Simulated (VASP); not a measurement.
Input of a VASP 6.6.1 run:

File INCAR:

```
PREC = Accurate
ENCUT = 520
EDIFF = 1E-6
ISMEAR = -1
SIGMA = 0.05
LREAL = False
LASPH = True
NELM = 80
ALGO = Normal
ISIF = 2
LWAVE = False
LCHARG = True
GGA = RP
IVDW = 13
LELF = True
LVHAR = True
NBANDS = 26
```

File KPOINTS:

```
Automatic mesh
0
Gamma
  7 7 4
```

File POSCAR:

```
CdSe
1.0
    4.3284776511      0.0000000000      0.0000000000
   -2.1642388256      3.7485716056      0.0000000000
    0.0000000000      0.0000000000      7.0664914211
Cd Se
2 2
Direct
    0.6666666667      0.3333333333      0.5000000000
    0.3333333333      0.6666666667      0.0000000000
    0.6666666667      0.3333333333      0.8850000000
    0.3333333333      0.6666666667      0.3850000000
```

Potentials or basis: VASP PAW PBE potentials, release 64 (Cd, Se).

Command:

```console
$ cat potpaw_PBE.64/Cd/POTCAR potpaw_PBE.64/Se/POTCAR > POTCAR
$ mpirun -np 1 vasp_std > vasp.out
```

Task: Estimate the pressure.

Result: 0.3 GPa.

Task: Estimate the band gap on the k mesh.

Result: 0.83 eV, direct.

Forces in eV/Å, atoms in the order of the input:
```
Cd   0.000  0.000  0.273
Cd   0.000  0.000  0.273
Se   0.000  0.000 -0.273
Se   0.000  0.000 -0.273
```

Caveat: the PAW data sets were made with another functional, which shifts forces and pressure a little.

**Measured values to compare with.**

From a printed reference work, data compilation, for a bulk crystal of CdSe at 2 K: band gap 1.841 eV.

Against the measured gap of CdSe, 1.841 eV (2 K; a printed reference work, data compilation), the calculated 0.83 eV is off by -1.01 eV. So large a miss can be the level of theory's own, or it may mean another phase, state or a wrong row. Spin-orbit coupling on Cd, Se is left out. The value is that of RPBE+D4, without temperature or zero-point motion. Semilocal functionals fall short of measured gaps as a rule.
